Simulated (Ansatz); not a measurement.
**Equation of state of Se from a dense series**

```
CELL_PARAMETERS angstrom
4.35517 0.00000 0.00000
-2.17758 3.77169 0.00000
0.00000 0.00000 4.94945
ATOMIC_POSITIONS crystal
Se 0.21700 0.00000 0.16667
Se 0.00000 0.21700 0.83333
Se 0.78300 0.78300 0.50000
```

Atom numbers follow the list: Se1, Se2, Se3.

The cell is COD entry 9008579, as deposited and not checked against the literature; nothing was relaxed.

All numbers below come from Ansatz 0.2.0, DFT, LDA, all-electron LAPW, scalar-relativistic.

Sampling and basis: a Γ-centred 8×8×6 k mesh, Fermi–Dirac smearing of 0.03 eV, basis error target 0.5 meV/atom, no spin polarisation.

The cell is scaled evenly. Fractional coordinates are held (clamped ions).

| V (Å³/atom) | P (GPa) |
| --- | --- |
| 25.474 | 5.80 |
| 26.558 | 2.70 |
| 26.829 | 2.02 |
| 27.100 | 1.38 |
| 27.371 | 0.77 |
| 27.642 | 0.19 |
| 28.184 | -0.88 |
| 28.726 | -1.85 |

Fit a third-order Birch–Murnaghan curve to the pressures.

P = (3B0/2)(y^(7/2) − y^(5/2))[1 + (3/4)(B0′ − 4)(y − 1)] with y = (V0/V)^(2/3) fits within 0.01 GPa for V0 = 27.734 Å³/atom, B0 = 56.7 GPa and B0′ = 4.33.

Predict the pressure at the withheld volume, 26.016 Å³/atom.

There y = 1.0436, so the fit gives 4.17 GPa; the run gave 4.17 GPa.
